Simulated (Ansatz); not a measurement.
Slab: WS2, a slab with vacuum.

```
CELL_PARAMETERS angstrom
3.18321 0.00000 0.00000
-1.59160 2.75674 0.00000
0.00000 0.00000 23.66876
ATOMIC_POSITIONS crystal
W 0.66667 0.33333 0.36268
W 0.33333 0.66667 0.63732
S 0.66667 0.33333 0.70318
S 0.33333 0.66667 0.42856
S 0.66667 0.33333 0.57144
S 0.33333 0.66667 0.29682
```

| Item | Value |
| --- | --- |
| Program | Ansatz 0.2.0 |
| Task | single point |
| Functional | PBE |
| Potentials or basis | Ansatz PAW |
| Cutoff | 420 eV (not typed: the program's choice for these potentials) |
| k mesh | 10 × 10 × 2 |
| Occupations | fermi-dirac, width 0.05 eV |
| Spin | no spin polarisation |

On this cell: largest force 0.271 eV/Å; band gap on the k mesh 1.67 eV, indirect (least direct gap 2.13 eV).

The same run follows on a disturbed copy (atoms moved at random, drawn with an rms of 0.05 Å):

```
CELL_PARAMETERS angstrom
3.18321 0.00000 0.00000
-1.59160 2.75674 0.00000
0.00000 0.00000 23.66876
ATOMIC_POSITIONS crystal
W 0.66094 0.34677 0.36224
W 0.33785 0.67556 0.63660
S 0.68437 0.33076 0.70385
S 0.32679 0.66659 0.42696
S 0.66867 0.33238 0.57068
S 0.32942 0.66257 0.29736
```

Task: What does the disturbed cell give?

Result: The energy moves by +13.8 meV/atom; largest force 1.145 eV/Å; band gap on the k mesh 1.53 eV, indirect (least direct gap 1.99 eV).

Forces in eV/Å, atoms in the order of the input:
```
W    0.612 -0.965 -0.063
W    0.670 -0.592  0.478
S   -0.563  0.294 -0.261
S   -0.219  0.426  0.817
S   -0.108  0.298 -0.163
S   -0.392  0.539 -0.808
```

Stress tensor (GPa, compression positive):
```
 1.09 -0.01 -0.36
-0.01  0.83 -0.13
-0.36 -0.13  2.07
```

Caveats: spin-orbit coupling is left out, which moves the levels of the heavy elements.

A k mesh can miss the band edges.
